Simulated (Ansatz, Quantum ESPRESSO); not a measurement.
# Evanescent states of BeS, zinc blende type, lattice constant set to 5.065 Å, part 4 of 4

Aim: how fast states decay in the gap of BeS, zinc blende type, lattice constant set to 5.065 Å.

Quantum ESPRESSO 7.5; plane-wave DFT, PBE, SG15 norm-conserving pseudopotentials; cross-check by Ansatz 0.2.0 with PAW datasets.

So far. Step 2 (SCF with pw.x): The run needed 9 iterations to bring the estimated error under 1e-09 Ry.

The structure was built from a prototype and need not be the compound's stable phase.

**6. The same in Ansatz**

As a check, the same structure is run in Ansatz.

Level of this step: plane-wave DFT, PBE, Ansatz PAW (Ansatz 0.2.0).

The input, input.yaml:

```yaml
crystal:
  lattice:
    - [3.5814958467, 0.0, 0.0]
    - [0.0, 3.5814958467, 0.0]
    - [0.0, 0.0, 5.065]
  atoms:
    - { symbol: Be, position: [0.0, 0.0, 0.0] }
    - { symbol: S, position: [0.5, 0.0, 0.25] }
    - { symbol: Be, position: [0.5, 0.5, 0.5] }
    - { symbol: S, position: [0.0, 0.5, 0.75] }
kpoints:
  mp_grid: { grid: [8, 8, 6] }
hamiltonian:
  xc: pbe
scf:
  occupations: { method: fixed }
  convergence: { dr2_threshold: 1.0e-09 }
output:
  transmission:
    leads: [[0, 0]]
    kpoints: [[0, 0], [0.5, 0], [0.5, 0.5], [0.25, 0]]
    e_range: [-1.92, 4.48]
    de: 0.16
```

The run is started by

```console
$ ansatz run input.yaml --threads 2 --pin off --max-ram 4096MiB --backend cpu --events-out ev --progress --plain --runs-dir out
```

Numbers of over 12 decimals in the logs are rounded to 6 here.

Log:

```text
Engine: ansatz 0.2.0, aarch64-unknown-linux-gnu
Pseudopotentials: kind: paw
Pseudopotential: Be, paw, valence charge 2, recommended cutoff 420 eV (normal), Be.paw.azcp
Pseudopotential: S, paw, valence charge 6, recommended cutoff 420 eV (normal), S.paw.azcp
Functional definition: PBE
  parameter kappa = 0.804
  parameter beta = 0.066725
  exchange = pbe_x(kappa = kappa, mu = beta*pi^2/3)
  correlation = pbe_c(beta = beta)
Crystal: 4 atoms, lattice volume = 64.969 Å³
Basis set: ecut = 420 eV, 1245 PW (Γ)
Bands: 12, of which v1, the nominal top of the filled ones, is band 8 counted from 1 (7 counted from 0)
Symmetry: 16 space group operations
Space group: F-43m (ITA 216), of the structure as read, at distance tolerance 4.0e-5 Å
k-points: 60 of 384 (time reversal used)
Non-local potential: Be, projectors of the file, l = 0: 2, l = 1: 2, l = 2: 1
Non-local potential: S, projectors of the file, l = 0: 2, l = 1: 2, l = 2: 2
PAW form: soft (Blöchl's): semilocal exchange-correlation on the pseudo side does not see the compensation charge
PAW one-centre angular grid: Be, 110 points (default); XC on 64 Gauss nodes
PAW one-centre angular grid: S, 110 points (default); XC on 64 Gauss nodes
Initial density: superposition of atomic densities (neutral atoms: chi_scale 0, normalization atom), corrected by the library's trained network
Initial wavefunctions: pseudopotential atomic-orbital guess
Functional: x = pbe(κ = 0.804, μ = 0.219515), c = pbe(β = 0.066725)
SCF iter   1: F=—  HF=-1993.726908 eV  |F-HF|=—  |Δ(HF+E_count)|=         —  Δρ=4.84e-4  dr2=7.68e-5  ethr=1.77e-3  ⟨swp⟩=5.1  Hψ=4216  notcnv=0  defer=78
preconditioner: auto → none  [insulator: Δε(μ)=3.362 eV  Ē_g=10.654 eV  n_scr=14 (ndim 8)  ℏωp=18.4 eV  f_vac=0.000  ε∞_Penn≈4.0]
SCF iter   2: F=—  HF=-1993.727063 eV  |F-HF|=—  |Δ(HF+E_count)|=   1.56e-4  Δρ=3.47e-4  dr2=5.00e-5  ethr=4.80e-7  ⟨swp⟩=3.0  Hψ=2063  notcnv=0  defer=120
SCF iter   3: F=—  HF=-1993.727184 eV  |F-HF|=—  |Δ(HF+E_count)|=   1.21e-4  Δρ=1.22e-4  dr2=9.85e-6  ethr=3.12e-7  ⟨swp⟩=2.0  Hψ=1265  notcnv=0  defer=103
SCF iter   4: F=—  HF=-1993.727196 eV  |F-HF|=—  |Δ(HF+E_count)|=   1.24e-5  Δρ=2.86e-5  dr2=3.89e-7  ethr=6.15e-8  ⟨swp⟩=2.0  Hψ=1154  notcnv=0
SCF iter   5: F=—  HF=-1993.727198 eV  |F-HF|=—  |Δ(HF+E_count)|=   1.39e-6  Δρ=1.64e-5  dr2=1.63e-7  ethr=2.43e-9  ⟨swp⟩=2.0  Hψ=1200  notcnv=0
SCF iter   6: F=—  HF=-1993.727198 eV  |F-HF|=—  |Δ(HF+E_count)|=   1.96e-8  Δρ=4.68e-6  dr2=1.44e-8  ethr=1.02e-9  ⟨swp⟩=2.5  Hψ=1046  notcnv=0
SCF iter   7: F=-1993.727198 eV  HF=-1993.727198 eV  |F-HF|=3.67e-10  |Δ(HF+E_count)|=   3.54e-9  Δρ=1.02e-6  dr2=6.53e-10  ethr=6.25e-12  ⟨swp⟩=3.0  Hψ=3450  notcnv=0
SCF 1 converged in 7 iterations: F = -1993.727198 eV  dr2 = 6.53e-10
  greatest PAW one-centre occupation: 0.845 electrons in one spin orbital (limit 2), on the S atom at site 3 (counted from 0), in its partial waves of l = 0
transmission: 7 of 28 steps passed
transmission: 14 of 28 steps passed
transmission: 21 of 28 steps passed
transmission: 28 of 28 steps passed
SCF converged after 7 iterations
Free energy (F): -1993.727198 eV
Harris-Foulkes:  -1993.727198 eV  (|F-HF|=3.67e-10)
Internal energy: -1993.727198 eV  (E = F + TS)
E sigma→0 (E₀):  -1993.727198 eV
Fermi energy:    3.939605 eV
--- Per-component energies (eV) ---
  E_band       = -12.665600
  E_kinetic    = 249.058001
  E_local      = -260.283724  (includes V_loc(G=0)·N_el)
  E_nonlocal   = 64.641766
  E_hartree    = 80.162743
  E_xc         = -231.754691
  E_vxc        = -213.900151  (∫ρ·V_xc dr)
  E_paw        = -1319.449067  (= ΣΔE_a)
  E_vpaw       = -12.506849  (= ΣTr[D̂ρ^β])
  E_aug_tail   = 0.000002  (compensation charges beyond the density's cutoff)
  E_ewald      = -576.102228
  E_smearing   = -0.000000  (= −TS)
  E_closure    = 0.000000  (closes the sum)
  Σ components = -1993.727198   (vs F -1993.727198, Δ=0.00e0)
--- Band table (eV; the first three rows and the last of 60) ---
  k-point 0: bands = [... 4 lower, 1.7154, 3.9396, 3.9396, 3.9396, 7.3009, 8.7781, 8.9029, 9.6107]
  k-point 1: bands = [... 4 lower, 1.8208, 3.4861, 3.7101, 3.7101, 7.4767, 9.0570, 9.1051, 9.6386]
  k-point 2: bands = [... 4 lower, 2.1280, 2.5090, 3.1824, 3.1824, 7.9225, 8.9318, 9.5443, 10.3147]
  k-point 59: bands = [... 4 lower, 0.7047, 0.7047, 1.1652, 1.1652, 10.2784, 10.2784, 11.8601, 11.8601]
--- Transmission ---
  basis      : 109 plane waves across, 7 finite elements along
  points     : 4, as listed
  energies   : 41 from -1.920000 to 4.480000 eV about the Fermi level, 0.160000 eV apart; the leads are filled to 1.680669 eV, and channels, transmission and decay are at 1.760000 eV
  crystal 0  : S2Be2, at the sites [0, 0], period 5.0650 Å: whole cells are its period
    offset         : up to 0.0000 Å between an atom of the period and one for which it stands
    channels       : 0.000000e0 a spin
    conductance    : none, the energies end too early or step too widely for 300 K: set another output.transmission.e_range or a lower de, or, where they end at an eighth of basis.ecutwfc, a higher one
    slowest decay  : 0.2948 /Å at (0.0000, 0.0000)
```

It took 12 s on 2 threads of Arm Neoverse V1, shared host; peak memory 0.36 GiB.

Numbers from this step:

| Quantity | Value |
| --- | --- |
| free energy | -1993.7272 eV |
| gap by band count | 3.361 eV |
| symmetry operations | 16 |
| slowest decay at the grid energy nearest mid-gap | 0.2948 Å⁻¹ |
| peak of the smallest κ at the zone centre | 0.3039 Å⁻¹ |
| energy of the peak at the zone centre | 2.4 eV |
| peak of the smallest κ at (1/4, 0) | 0.3790 Å⁻¹ |
| valence top, on the run's zero | 3.940 eV |

K across = (0, 0) in the cell's reciprocal vectors; values within 0.0025 1/Å of each other count once, columns are sorted by size at each energy, a dash where no further value was kept. The Im kz of the slowest decaying states by energy, zero at the highest filled level of the SCF mesh:

```csv
energy (eV),decay 1 (Å⁻¹),decay 2 (Å⁻¹),decay 3 (Å⁻¹)
-1.92,0.945,-,-
-1.76,0.931,-,-
-1.44,0.902,-,-
-1.28,0.887,-,-
-0.96,0.858,-,-
-0.80,0.843,-,-
-0.64,0.828,-,-
-0.32,0.797,-,-
-0.16,0.781,-,-
0.00,0.00218,0.765,1.48
0.32,0.157,0.222,0.731
0.48,0.188,0.265,0.714
0.80,0.232,0.325,0.677
0.96,0.248,0.347,0.659
1.12,0.262,0.365,0.639
1.44,0.282,0.392,0.597
1.60,0.289,0.402,0.575
1.76,0.295,0.410,0.551
2.08,0.302,0.421,0.500
2.24,0.304,0.424,0.471
2.56,0.303,0.406,0.426
2.72,0.301,0.367,0.425
2.88,0.297,0.321,0.423
3.20,0.191,0.287,0.415
3.36,0.0166,0.279,0.409
3.52,0.270,0.402,0.724
3.84,0.246,0.384,0.624
4.00,0.231,0.373,0.570
4.32,0.191,0.345,0.452
4.48,0.163,0.329,0.386
```

K across = (0, 0) in the cell's reciprocal vectors. The Re kz of states that move upwards by energy, zero at the highest filled level of the SCF mesh:

```csv
energy (eV),channel 1 (Å⁻¹),channel 2 (Å⁻¹),channel 3 (Å⁻¹)
-1.92,-0.508,0.354,0.354
-1.76,-0.477,0.439,0.439
-1.44,-0.415,0.579,0.579
-1.28,-0.600,-0.600,-0.384
-0.96,-0.485,-0.485,-0.320
-0.80,-0.429,-0.429,-0.287
-0.64,-0.372,-0.372,-0.251
-0.32,-0.248,-0.248,-0.171
-0.16,-0.171,-0.171,-0.118
0.00,-,-,-
0.32,-,-,-
0.48,-,-,-
0.80,-,-,-
0.96,-,-,-
1.12,-,-,-
1.44,-,-,-
1.60,-,-,-
1.76,-,-,-
2.08,-,-,-
2.24,-,-,-
2.56,-,-,-
2.72,-,-,-
2.88,-,-,-
3.20,-,-,-
3.36,-,-,-
3.52,0.196,-,-
3.84,0.355,-,-
4.00,0.420,-,-
4.32,0.545,-,-
4.48,0.607,-,-
```

K across = (1/2, 0) in the cell's reciprocal vectors; values within 0.0025 1/Å of each other count once, columns are sorted by size at each energy, a dash where no further value was kept. The Im kz of the slowest decaying states by energy, zero at the highest filled level of the SCF mesh:

```
energy (eV)  decay 1 (Å⁻¹)  decay 2 (Å⁻¹)  decay 3 (Å⁻¹)
      -1.92          0.912              -              -
      -1.76          0.866              -              -
      -1.60          0.813           1.49              -
      -1.44          0.749           1.47              -
      -1.28          0.667           1.45              -
      -1.12          0.546           1.44              -
      -0.96          0.265           1.42              -
      -0.64          0.152          0.538           1.38
      -0.48          0.194          0.620           1.37
      -0.32          0.226          0.670           1.35
      -0.16          0.252          0.705           1.33
       0.00          0.274          0.730           1.31
       0.16          0.293          0.748           1.30
       0.32          0.309          0.761           1.28
       0.48          0.322          0.771           1.26
       0.64          0.334          0.778           1.24
       0.80          0.344          0.783           1.22
       0.96          0.353          0.786           1.20
       1.12          0.360          0.787           1.18
       1.44          0.371          0.785           1.14
       1.60          0.375          0.782           1.12
       1.76          0.378          0.778           1.10
       1.92          0.379          0.773           1.08
       2.08          0.380          0.767           1.06
       2.24          0.379          0.761           1.04
       2.40          0.377          0.753           1.02
       2.56          0.375          0.745          0.997
       2.72          0.371          0.736          0.974
       2.88          0.366          0.726          0.952
       3.04          0.359          0.716          0.928
       3.20          0.352          0.704          0.905
       3.52          0.333          0.679          0.855
       3.68          0.321          0.666          0.829
       3.84          0.307          0.651          0.803
       4.00          0.290          0.636          0.775
       4.16          0.271          0.620          0.746
       4.32          0.249          0.602          0.716
       4.48          0.222          0.584          0.685
```

K across = (1/2, 1/2) in the cell's reciprocal vectors; values within 0.0025 1/Å of each other count once, columns are sorted by size at each energy, a dash where no further value was kept. Table of Im kz of the slowest decaying states by energy, zero at the highest filled level of the SCF mesh:

```
energy (eV)  decay 1 (Å⁻¹)  decay 2 (Å⁻¹)
      -1.92          0.231          0.242
      -1.76          0.278          0.284
      -1.60          0.314              -
      -1.44          0.337          0.343
      -1.28          0.355          0.367
      -1.12          0.368          0.387
      -0.96          0.379          0.404
      -0.64          0.393          0.431
      -0.48          0.397          0.441
      -0.32          0.400          0.450
      -0.16          0.401          0.457
       0.00          0.401          0.462
       0.16          0.400          0.467
       0.32          0.397          0.470
       0.48          0.394          0.472
       0.64          0.389          0.474
       0.80          0.383          0.474
       0.96          0.377          0.473
       1.12          0.369          0.472
       1.44          0.351          0.466
       1.60          0.340          0.462
       1.76          0.328          0.458
       1.92          0.315          0.452
       2.08          0.300          0.446
       2.24          0.283          0.438
       2.40          0.265          0.430
       2.56          0.244          0.421
       2.72          0.220          0.411
       2.88          0.193          0.401
       3.04          0.159          0.389
       3.20          0.113          0.376
       3.52          0.347              -
       3.68          0.330              -
       3.84          0.311              -
       4.00          0.291              -
       4.16          0.267              -
       4.32          0.241              -
       4.48          0.211              -
```

K across = (1/4, 0) in the cell's reciprocal vectors; values within 0.0025 1/Å of each other count once, columns are sorted by size at each energy, a dash where no further value was kept. Im kz of the slowest decaying states against energy, zero at the highest filled level of the SCF mesh:

```
energy (eV)  decay 1 (Å⁻¹)  decay 2 (Å⁻¹)  decay 3 (Å⁻¹)
      -1.92         0.0455          0.196           1.23
      -1.60          0.113           1.19           1.50
      -1.28          0.115           1.16           1.47
      -0.96         0.0337           1.12           1.44
      -0.64           1.08           1.40              -
      -0.32          0.139           1.05           1.37
      -0.16         0.0993          0.189           1.03
       0.00          0.225          0.231           1.01
       0.16          0.254          0.304          0.992
       0.48          0.296          0.401          0.954
       0.80          0.327          0.466          0.914
       1.12          0.349          0.514          0.874
       1.44          0.364          0.551          0.832
       1.76          0.374          0.580          0.789
       2.08          0.378          0.603          0.743
       2.40          0.378          0.621          0.695
       2.72          0.374          0.635          0.643
       2.88          0.370          0.615          0.640
       3.20          0.359          0.554          0.650
       3.52          0.342          0.485          0.657
       3.84          0.319          0.400          0.662
       4.16          0.285          0.289          0.668
       4.48          0.247          0.679           1.10
```

**7. The arithmetic**

T falls as exp(−2κd). With κ = 0.292 1/Å, 10 Å of barrier pass exp(−2 × 0.292 × 10) = 0.0029 of that channel, interfaces aside.

**8. Summary of results**

- gap on the SCF mesh: 3.38 eV
- smallest κ at mid-gap among the four k points, at the zone centre: 0.292 Å⁻¹
- peak of the smallest κ in the stop band at the zone centre: 0.304 Å⁻¹
- energy of the peak at the zone centre, over the highest filled level: 2.24 eV
- peak at the zone centre by Ansatz: 0.304 Å⁻¹

In words: With a gap of 3.38 eV on the mesh, the smallest κ at mid-gap among the four k points, at the zone centre is 0.292 Å⁻¹ (PBE, SG15 norm-conserving). For a barrier with the Fermi level at mid-gap the slowest state found, at the zone centre, loses a factor of ten in probability every 3.9 Å or so. Stop bands away from the zone centre are mostly wider than the gap, so their peaks can lie above the conduction bottom. At the zone centre pwcond's peak is 0.304 and Ansatz's 0.304 1/Å, 0 % apart. The cell is the a/√2 one, turned by 45°, with two primitive cells, so X along [001] folds onto kz = 0. A semilocal gap is too small, often by a third to a half and by more in narrow-gap crystals, so real barriers decay faster.

[Logs are printed without paths, hosts, clocks, repeated set-up lines and the standing remarks that a program may print on its own settings, such as how far it seeks lower states.]

[Hosts, paths, dates, database ids (printed as entryN), source tags and the programs' standing remarks are cut or masked in the printed files.]

[Maps of the electrostatic potential energy from Ansatz leave out the sawtooth potential of an applied field or a dipole correction, so their vacuum need not be flat; planar profiles and work functions include it.]
